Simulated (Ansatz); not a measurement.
# Ni: a slab and its surfaces, (110), 5 layers, part 2 of 2

What do the surfaces of Ni (110), 5 layers cost, and how tightly do they hold an electron? The runs shown use LAPW. Companion runs by PAW are cited. Its runs: bulk in the slab's orientation (LAPW); the reference run (LAPW); atoms relaxed (LAPW); field of 0.2 V/Å along the normal (LAPW); no images along the normal (LAPW).

Ansatz 0.2.0; DFT PBEsol; a cell built from a prototype (fcc type), not taken from measurement. Earlier steps stand in the parts before.

## (5) Atoms relaxed, LAPW

File input.yaml:

```yaml
crystal:
  lattice:
    - [2.4483042247, 0.0, 0.0]
    - [0.0, 3.4624250394, 0.0]
    - [0.0, 0.0, 20.8966]
  atoms:
    - { symbol: Ni, position: [0.0, 0.0, 0.3873806646], spin: 1.0 }
    - { symbol: Ni, position: [0.5, 0.5, 0.4395544095], spin: 1.0 }
    - { symbol: Ni, position: [0.0, 0.0, 0.5000000092], spin: 1.0 }
    - { symbol: Ni, position: [0.5, 0.5, 0.5604455679], spin: 1.0 }
    - { symbol: Ni, position: [0.0, 0.0, 0.6126193488], spin: 1.0 }
magnetization:
  spin_polarized: true
kpoints:
  mp_grid: { grid: [15, 11, 1] }
scf:
  occupations: { method: fermi_dirac, width: 0.05 }
hamiltonian:
  xc: pbesol
  pseudopotentials: { kind: all_electron, lapw: { basis_error: 0.001 } }
output:
  forces: true
  stress: true
  eigenvalues: true
relax:
  f_tol: 0.01
  max_steps: 12
efield:
  axis: 3
  amplitude: 0
  dipole_correction: true
```

On the command line:

```console
$ ansatz run input.yaml --threads 3 --pin off --max-ram 9216MiB --backend cpu --events-out ev --progress --plain --runs-dir out
```

Log, shortened:

```text
[...]
LAPW: plane waves up to 9.981 Å⁻¹, error target 1.0e-3 eV per atom; small_component_spin mean_spin; Ni in spheres of 1.141 Å, 18 of its electrons in bands, Dirac shells []
[...]
Pseudopotentials: kind: all_electron
Pseudopotential: Ni, LAPW, valence charge 18, Koelling and Harmon's equation, gaussian nucleus
Functional definition: PBEsol
[...]
Crystal: 5 atoms, lattice volume = 177.142 Å³
Basis set: ecut = 379.58071954864687 eV, 2967 PW (Γ), exchange–correlation at level 2
Bands: 57, of which v1, the nominal top of the filled ones, is band 45 counted from 1 (44 counted from 0)
Symmetry: 4 space group operations
k-points: 48 of 165
[...]
Starting moments: Σ|m| = 5 μB on 5 of 5 sites
[...]
the basis was enlarged: its passes take 2.4 MiB over the memory plan, 3 of 3 planned eigensolver slots
[...]
SCF 1 converged in 16 iterations: F = -206737.781739 eV  dr2 = 6.04e-7
[...]
relax step   1: F+E_penalty+E_count = -206737.78173880 eV  Δ(F+E_penalty+E_count) = +0.000e0 eV  max|allowed force component| = 2.021e-3 eV/Å  Δτ_max = 0.0000 Å  (16 SCF iters, dr2 threshold 2.50e-6 eV, accepted)
[...]
Starting moments: Σ|m| = 5 μB on 5 of 5 sites; this step starts from the density that it was given
[...]
spin=Collinear: LDOS preconditioning applied to the charge; magnetization (m = ρ↑ − ρ↓) channel mixes plain (no charge-response kernel on spin).
SCF iter   2: F=—  HF=-206737.781741 eV  |F-HF|=—  |Δ(HF+E_count)|=   1.71e-8  Δρ=6.00e-7 (↑6.00e-7 ↓4.69e-7)  dr2=3.26e-9  dr2_m=1.03e-10  M=3.529 μB ∫|m|=3.931 μB  β_m=0.37  ethr=1.02e-11  p=0.000 e·Å  D=3.36e-8 V/Å  ΔV_dip=-0.00 eV  dr2_dipole=1.62e-14  V_vac-E_F(+/−)=4.66/4.66 eV  [...]
density mixer auto → msr1: a metal under ldos (density of states about μ 3.48 of a free-electron gas's, 38 screened modes)
```

## (6) The log goes on: atoms relaxed, LAPW

Output, continued:

```text
SCF iter   3: F=—  HF=-206737.781741 eV  |F-HF|=—  |Δ(HF+E_count)|=   3.87e-9  Δρ=4.46e-7 (↑4.46e-7 ↓3.72e-7)  dr2=5.67e-9  dr2_m=1.14e-11  M=3.529 μB ∫|m|=3.931 μB  β_m=0.49  ethr=4.29e-12 (applied; sched 3.62e-12)  p=0.000 e·Å  D=3.59e-8 V/Å  ΔV_dip=-0.00 eV  dr2_dipole=4.66e-15  V_vac-E_F(+/−)=4.66/4.66 eV  ⟨swp⟩=3.0  Hψ=17722  notcnv=0
SCF iter   4: F=—  HF=-206737.781741 eV  |F-HF|=—  |Δ(HF+E_count)|=   1.22e-9  Δρ=3.74e-7 (↑3.74e-7 ↓3.67e-7)  dr2=3.64e-9  dr2_m=5.73e-12  M=3.529 μB ∫|m|=3.931 μB  β_m=0.62  ethr=4.07e-12 (applied; sched 3.62e-12)  p=0.000 e·Å  D=3.61e-8 V/Å  ΔV_dip=-0.00 eV  dr2_dipole=1.66e-14  V_vac-E_F(+/−)=4.66/4.66 eV  ⟨swp⟩=3.0  Hψ=16865  notcnv=0
SCF iter   5: F=—  HF=-206737.781741 eV  |F-HF|=—  |Δ(HF+E_count)|=   2.10e-9  Δρ=3.64e-7 (↑3.05e-7 ↓3.64e-7)  dr2=2.36e-9  dr2_m=5.19e-12  M=3.529 μB ∫|m|=3.931 μB  β_m=0.81  ethr=4.02e-12 (applied; sched 3.62e-12)  p=0.000 e·Å  D=3.39e-8 V/Å  ΔV_dip=-0.00 eV  dr2_dipole=4.28e-15  V_vac-E_F(+/−)=4.66/4.66 eV  ⟨swp⟩=3.0  Hψ=16475  notcnv=0
SCF iter   6: F=—  HF=-206737.781741 eV  |F-HF|=—  |Δ(HF+E_count)|=   1.57e-9  Δρ=3.47e-7 (↑2.58e-7 ↓3.47e-7)  dr2=1.74e-9  dr2_m=3.65e-12  M=3.529 μB ∫|m|=3.931 μB  β_m=0.90  ethr=3.87e-12 (applied; sched 2.62e-12)  p=0.000 e·Å  D=3.65e-8 V/Å  ΔV_dip=-0.00 eV  dr2_dipole=1.33e-14  V_vac-E_F(+/−)=4.66/4.66 eV  ⟨swp⟩=3.0  Hψ=16055  notcnv=0
SCF iter   7: F=—  HF=-206737.781741 eV  |F-HF|=—  |Δ(HF+E_count)|=   1.86e-9  Δρ=3.00e-7 (↑2.19e-7 ↓3.00e-7)  dr2=1.34e-9  dr2_m=4.14e-12  M=3.529 μB ∫|m|=3.931 μB  β_m=0.95  ethr=3.73e-12 (applied; sched 1.93e-12)  p=0.000 e·Å  D=3.06e-8 V/Å  ΔV_dip=-0.00 eV  dr2_dipole=7.96e-14  V_vac-E_F(+/−)=4.66/4.66 eV  ⟨swp⟩=2.5  Hψ=15567  notcnv=0
SCF iter   8: F=—  HF=-206737.781741 eV  |F-HF|=—  |Δ(HF+E_count)|=   1.02e-8  Δρ=2.74e-6 (↑5.08e-7 ↓2.74e-6)  dr2=5.70e-8  dr2_m=2.08e-9  M=3.529 μB ∫|m|=3.931 μB  β_m=0.94  ethr=3.70e-12 (applied; sched 1.48e-12)  p=0.000 e·Å  D=6.22e-8 V/Å  ΔV_dip=-0.00 eV  dr2_dipole=3.41e-14  V_vac-E_F(+/−)=4.66/4.66 eV  ⟨swp⟩=2.0  Hψ=15452  notcnv=0
SCF iter   9: F=-206737.781741 eV  HF=-206737.781741 eV  |F-HF|=7.64e-8  |Δ(HF+E_count)|=   3.43e-9  Δρ=2.06e-6 (↑3.75e-7 ↓2.06e-6)  dr2=3.58e-8  dr2_m=1.17e-9  M=3.529 μB ∫|m|=3.931 μB  ethr=3.68e-12 (applied; sched 1.48e-12)  p=0.000 e·Å  D=2.53e-9 V/Å  ΔV_dip=-0.00 eV  dr2_dipole=3.56e-13  V_vac-E_F(+/−)=4.66/4.66 eV  ⟨swp⟩=2.0  Hψ=15451  notcnv=0
SCF 2 converged in 9 iterations: F = -206737.781741 eV  dr2 = 3.58e-8
relax step   2: F+E_penalty+E_count = -206737.78174073 eV  Δ(F+E_penalty+E_count) = -1.932e-6 eV  max|allowed force component| = 1.788e-3 eV/Å  Δτ_max = 0.0000 Å  (9 SCF iters, accepted)
SCF converged after 9 iterations
Magnetization: 3.5287 μB (46.7643 up, 43.2357 down)
Absolute magnetization: 3.9313 μB (∫|ρ↑−ρ↓|)
Spin contamination: 0.0400 ħ² per cell (⟨S²⟩ above its minimum at these occupations)
Per-site moments (μB) at R_I (Å): [(0.7908289484101463, 1.141380209556503), (0.6790053946165848, 1.141380209556503), (0.7086558286354734, 1.141380209556503), (0.6790051918385132, 1.141380209556503), (0.7908286576565207, 1.141380209556503)]
Free energy (F): -206737.781741 eV
Harris-Foulkes:  -206737.781741 eV  (|F-HF|=7.64e-8)
Internal energy: -206737.711946 eV  (E = F + TS)
E sigma→0 (E₀):  -206737.746843 eV
Entropy (-TS):   -0.069795 eV (-13.959 meV/atom)
Fermi energy:    2.390319 eV
Dipole field:    D = 0.000000 V/Å  (p = 0.000000 e·Å, saw-weighted, corrected)
Work function:   Φ+ = 4.6596 eV   Φ− = 4.6596 eV
Levels:          The Fermi level and band energies are counted from a zero that moves with the ramp; work functions are not
--- Per-component energies (eV) ---
  E_band       = -2826.593798
  E_kinetic    = 210022.164252
  E_xc         = -8474.512617
  E_efield     = 0.000000  (sawtooth field / dipole correction)
  E_electrostatic = -408285.363581  (all electrons and nuclei)
  E_smearing   = -0.069795  (= −TS)
  E_closure    = 0.000000  (closes the sum)
  E_atoms      = -206701.727222  (free atoms, spherical and without spin; not in F)
  Σ components = -206737.781741   (vs F -206737.781741, Δ=0.00e0)
  Basis errors (estimates in eV, not in F): energy 3.7e-4 per atom: plane waves 3.4e-4 (2.0e-4 summed), levels above the bands 1.5e-76, relativity 4.2e-8, radial functions 2.8e-5, core shells 3.8e-9; eigenvalues (radial functions only) 2.1e-7; not estimated: angular momenta, meshes, grids; target (lapw.basis_error) 1.0e-3; muffin-tin radii Ni 1.141 Å
--- Forces (eV/Å), atoms counted from 1 ---
  atom   1  Ni     0.00000000     0.00000000     0.00020423
  atom   2  Ni     0.00000000     0.00000000    -0.00178566
  atom   3  Ni     0.00000000     0.00000000    -0.00000227
  atom   4  Ni     0.00000000     0.00000000     0.00178874
  atom   5  Ni     0.00000000     0.00000000    -0.00020251
  max |Σ_I F_I| component: 2.52e-6 eV/Å
--- Stress (GPa, compression-positive) ---
       -2.065261       0.000000       0.000000
        0.000000      -1.544732       0.000000
        0.000000       0.000000       0.004677
  P = ⅓ Tr σ = -1.2018 GPa (-12.018 kbar)
--- Band table (eV; the first three rows and the last of 96) ---
  k-point 0 ↑: bands = ["-101.0692", "-100.9786", "-100.9780", "-100.7299", "-100.7298", "-61.7330", "-61.6530", "-61.5914", "-61.5214", "-61.5040", "-61.4883", "-61.4338", "-61.4062", "-61.3555", "-61.3212", "-61.3211", "-61.2348", "-61.2345", "-61.1568", "-61.1452", "-6.3092", "-4.2255", "-2.3237", "-2.0114", "-1.6192", "-1.5389", "-0.8850", "-0.7056", "-0.4649", "-0.3972", "-0.0554", "-0.0203", "0.0479", "0.2049", "0.3037", "0.4342", "0.6847", "0.8423", "1.0060", "1.0881", "1.1037", "1.1077", "1.3435", "1.5452", "1.7310", "1.7464", "1.7983", "1.9390", "3.7184", "6.0900", "6.2357", "7.1481", "7.2864", "8.9001", "9.0652", "9.1599", "11.7093"]
  k-point 1 ↑: bands = ["-101.0689", "-100.9788", "-100.9779", "-100.7300", "-100.7299", "-61.7360", "-61.6500", "-61.5872", "-61.5201", "-61.5035", "-61.4948", "-61.4346", "-61.4037", "-61.3582", "-61.3218", "-61.3216", "-61.2348", "-61.2338", "-61.1560", "-61.1449", "-6.2017", "-4.1422", "-2.3034", "-2.0151", "-1.6431", "-1.5645", "-0.8873", "-0.6687", "-0.3720", "-0.3438", "-0.0362", "-0.0093", "0.0299", "0.2108", "0.2358", "0.4235", "0.7108", "0.7616", "1.0054", "1.0799", "1.1073", "1.1854", "1.3690", "1.5177", "1.6892", "1.8040", "1.8132", "1.9138", "3.7574", "5.4664", "6.3051", "7.2379", "7.3710", "8.1685", "8.9486", "9.2884", "11.3876"]
  k-point 2 ↑: bands = ["-101.0681", "-100.9793", "-100.9775", "-100.7304", "-100.7302", "-61.7433", "-61.6412", "-61.5766", "-61.5164", "-61.5106", "-61.5021", "-61.4370", "-61.3996", "-61.3653", "-61.3231", "-61.3230", "-61.2350", "-61.2314", "-61.1539", "-61.1441", "-5.8838", "-3.9040", "-2.2627", "-2.0540", "-1.7239", "-1.5672", "-0.8340", "-0.5858", "-0.3232", "-0.2407", "0.0193", "0.0664", "0.1202", "0.1295", "0.2515", "0.3891", "0.5200", "0.8368", "0.9899", "1.0827", "1.0827", "1.2111", "1.4717", "1.5013", "1.6651", "1.8522", "1.8581", "1.8653", "3.8718", "4.1988", "6.4468", "6.5565", "7.5719", "7.5945", "8.9209", "9.5861", "10.3211"]
  k-point 47 ↓: bands = ["-100.1626", "-100.1174", "-100.1127", "-99.7615", "-99.7613", "-60.8337", "-60.8299", "-60.7966", "-60.7717", "-60.7279", "-60.6852", "-60.6604", "-60.6164", "-60.5683", "-60.4593", "-60.4592", "-60.3116", "-60.3114", "-60.2584", "-60.2471", "-1.9510", "-1.6751", "-1.1240", "-0.9477", "-0.6585", "-0.4124", "-0.1308", "-0.1255", "-0.0068", "0.2330", "0.3207", "0.5578", "0.6887", "0.7516", "0.9798", "1.5835", "1.6337", "1.6990", "1.8858", "2.1128", "2.4520", "2.5971", "2.6095", "2.6171", "2.8286", "3.3163", "3.8762", "5.9938", "6.6662", "8.8182", "9.0362", "9.4535", "9.7797", "10.6822", "10.7225", "10.9436", "11.2562"]
--- Relaxed structure (2 steps of the walk, 2 accepted, 0 SCFs on fresh bases) ---
  F+E_penalty+E_count = -206737.78174073 eV   max|allowed force component| = 1.788e-3 eV/Å
  atoms:
    - { symbol: Ni, position: [0.0, 0.0, 0.38738066460000004] }
    - { symbol: Ni, position: [0.5, 0.5, 0.4395544095000001] }
    - { symbol: Ni, position: [0.0, 0.0, 0.5000000092] }
    - { symbol: Ni, position: [0.5, 0.5, 0.5604455679] }
    - { symbol: Ni, position: [0.0, 0.0, 0.6126193488] }
```

Wall time 11 min (3 threads of Intel Xeon Platinum 8488C (Sapphire Rapids), shared host); peak memory 1.8 GiB.

Step by step:

```tsv
step	energy from step 1 (eV/cell)	largest force component (eV/Å)
1	0.0000	0.0020
2	0.0000	0.0018
```

Step 1 is the start. Step 2 solves the same geometry again.

Read from it: no gap; spin moments Ni1 0.79, Ni2 0.68, Ni3 0.71 μB; work function 4.66 eV.

## (7) Field of 0.2 V/Å along the normal, LAPW

input.yaml, as its differences from that of step 5:

```diff
@@ -24,8 +24,5 @@
   eigenvalues: true
-relax:
-  f_tol: 0.01
-  max_steps: 12
 efield:
   axis: 3
-  amplitude: 0
+  amplitude: 0.2
   dipole_correction: true
```

On the command line:

```console
$ ansatz run input.yaml --threads 3 --pin off --max-ram 9216MiB --backend cpu --events-out ev --progress --plain --runs-dir out
```

Log, shortened:

```text
LAPW: plane waves up to 9.635 Å⁻¹, error target 1.0e-3 eV per atom; small_component_spin mean_spin; Ni in spheres of 1.177 Å, 18 of its electrons in bands, Dirac shells []
[...]
Pseudopotentials: kind: all_electron
Pseudopotential: Ni, LAPW, valence charge 18, Koelling and Harmon's equation, gaussian nucleus
Functional definition: PBEsol
[...]
Crystal: 5 atoms, lattice volume = 177.142 Å³
Basis set: ecut = 353.67752487887816 eV, 2733 PW (Γ), exchange–correlation at level 2
Bands: 57, of which v1, the nominal top of the filled ones, is band 45 counted from 1 (44 counted from 0)
Symmetry: 4 space group operations
k-points: 48 of 165
[...]
Starting moments: Σ|m| = 5 μB on 5 of 5 sites
[...]
E sigma→0 (E₀):  -206737.754168 eV
Entropy (-TS):   -0.069797 eV (-13.959 meV/atom)
Fermi energy:    2.387233 eV
Dipole field:    D = 0.073192 V/Å  (p = 0.071652 e·Å, saw-weighted, corrected)
Work function:   not extracted (applied field tilts the vacuum); planar V_es + V_field profile in the machine report
Levels:          The Fermi level and band energies are counted from a zero that moves with the ramp; work functions are not
[...]
--- Forces (eV/Å), atoms counted from 1 ---
  atom   1  Ni     0.00000000     0.00000000    -0.00136176
  atom   2  Ni     0.00000000     0.00000000    -0.00940545
  atom   3  Ni     0.00000000     0.00000000     0.01617900
  atom   4  Ni     0.00000000     0.00000000    -0.00639465
  atom   5  Ni     0.00000000     0.00000000     0.00058600
[...]
--- Stress (GPa, compression-positive) ---
       -2.059197       0.000000       0.000000
        0.000000      -1.539290       0.000000
        0.000000       0.000000       0.009115
  P = ⅓ Tr σ = -1.1965 GPa (-11.965 kbar)
--- Band table (eV; the first three rows and the last of 96) ---
[...]
```

It took 8 min on 3 threads of Intel Xeon Platinum 8488C (Sapphire Rapids), shared host; peak memory 1.6 GiB.

Read from it: no gap; largest force 0.016 eV/Å; spin moments Ni1 0.79, Ni2 0.67, Ni3 0.70 μB.

## (8) No images along the normal, LAPW

input.yaml, as its differences from that of step 7:

```diff
@@ -11,2 +11,3 @@
     - { symbol: Ni, position: [0.0, 0.0, 0.6126193488], spin: 1.0 }
+  periodic: [true, true, false]
 magnetization:
@@ -24,5 +25 @@
   eigenvalues: true
-efield:
-  axis: 3
-  amplitude: 0.2
-  dipole_correction: true
```

On the command line:

```console
$ ansatz run input.yaml --threads 3 --pin off --max-ram 9216MiB --backend cpu --events-out ev --progress --plain --runs-dir out
```

Log, shortened:

```text
Warning: crystal.periodic: the lattice vector that does not repeat stood 0.000° off the slab's normal, 20.897 Å along it as the deck builds it. The run solves the slab on a vector along the normal, 33.213 Å long, with every atom where it was (on the deck's vector they left 16.19 Å outside [...]
LAPW: plane waves up to 9.635 Å⁻¹, error target 1.0e-3 eV per atom; small_component_spin mean_spin; Ni in spheres of 1.177 Å, 18 of its electrons in bands, Dirac shells []
[...]
Pseudopotentials: kind: all_electron
Pseudopotential: Ni, LAPW, valence charge 18, Koelling and Harmon's equation, gaussian nucleus
Functional definition: PBEsol
[...]
Crystal: 5 atoms, lattice volume = 281.553 Å³
Basis set: ecut = 353.6775066236476 eV, 4329 PW (Γ), exchange–correlation at level 2
Bands: 57, of which v1, the nominal top of the filled ones, is band 45 counted from 1 (44 counted from 0)
Symmetry: 8 space group operations
Space group: Pmmm (ITA 47), of the structure as read, at distance tolerance 6.6e-5 Å
[...]
Spin contamination: 0.0400 ħ² per cell (⟨S²⟩ above its minimum at these occupations)
Per-site moments (μB) at R_I (Å): [(0.7892221022456116, 1.1766806545295172), (0.674901559405571, 1.1766806545295172), (0.7045079298090471, 1.1766806545295172), (0.674901559405571, 1.1766806545295172), (0.7892221022456116, 1.1766806545295172)]
Free energy (F): -206737.781829 eV
[...]
E sigma→0 (E₀):  -206737.746927 eV
Entropy (-TS):   -0.069805 eV (-13.961 meV/atom)
Fermi energy:    -4.659659 eV
[...]
--- Forces (eV/Å), atoms counted from 1 ---
  atom   1  Ni     0.00000000     0.00000000     0.00013880
  atom   2  Ni     0.00000000     0.00000000    -0.00167092
  atom   3  Ni     0.00000000     0.00000000     0.00000000
  atom   4  Ni     0.00000000     0.00000000     0.00167092
  atom   5  Ni     0.00000000     0.00000000    -0.00013880
[...]
--- 2D stress c σ (N/m, compression-positive) ---
       -4.315311       0.000000       0.000000
        0.000000      -3.228185       0.000000
        0.000000       0.000000       0.000000
  P = ½ c Tr σ = -3.7717 N/m
--- Band table (eV; the first three rows and the last of 96) ---
[...]
  the weakly bound empty levels are not read free of the cell's end (augmented_plane_waves)
```

It took 4.9 min on 3 threads of Intel Xeon Platinum 8488C (Sapphire Rapids), shared host; peak memory 2.1 GiB.

This run gives: no gap; spin moments Ni1 0.79, Ni2 0.67, Ni3 0.70 μB.

## (9) The series in one table

The PAW rows are taken from companion runs at the same settings.

| run | surface energy (J/m²) | work function (eV; upper / lower face where they differ) | gap (eV) | largest force (eV/Å) | time |
| --- | --- | --- | --- | --- | --- |
| Slab as cut, LAPW | 2.811 | 4.65 | none | 0.756 | 5.8 min |
| Atoms relaxed, LAPW | 2.716 | 4.66 | none | 0.002 | 11 min |
| Field of 0.2 V/Å along the normal, LAPW | – | – | none | 0.016 | 8 min |
| No images along the normal, LAPW | 2.716 | – | none | 0.002 | 4.9 min |
| Slab as cut, PAW | 2.814 | 4.65 | none | 0.755 | 60 s |
| Atoms relaxed, PAW | 2.720 | 4.66 | none | 0.001 | 4.8 min |
| Field of 0.2 V/Å along the normal, PAW | – | – | none | 0.016 | 74 s |
| No images along the normal, PAW | 2.720 | – | none | 0.001 | 65 s |

Surface energy: (F of the slab less that of as many bulk atoms) over twice the area, the bulk computed in the slab's orientation.

## (10) Results

What follows sums up all 2 parts.

| quantity | value |
| --- | --- |
| surface energy (LAPW, relaxed) | 2.72 J/m² |
| work function (LAPW, relaxed) | 4.66 eV |
| outer layer spacing (LAPW) | 1.22 → 1.09 Å |
| surface energy (PAW, relaxed) | 2.72 J/m² |
| work function (PAW, relaxed) | 4.66 eV |
| outer layer spacing (PAW) | 1.22 → 1.09 Å |

What this shows: By LAPW the surface costs 2.81 J/m² as cut and 2.72 J/m² relaxed. The outermost spacing changes by -10.9 % (LAPW). The field of 0.2 V/Å along the normal induces a dipole of 0.072 e·Å per cell (LAPW). The outermost spacing changes by -10.9 % (PAW). The field of 0.2 V/Å along the normal induces a dipole of 0.072 e·Å per cell (PAW). Thickness wasn't converged, and no reconstruction was sought. Other magnetic orders may lie lower; this is the state that the run reached.
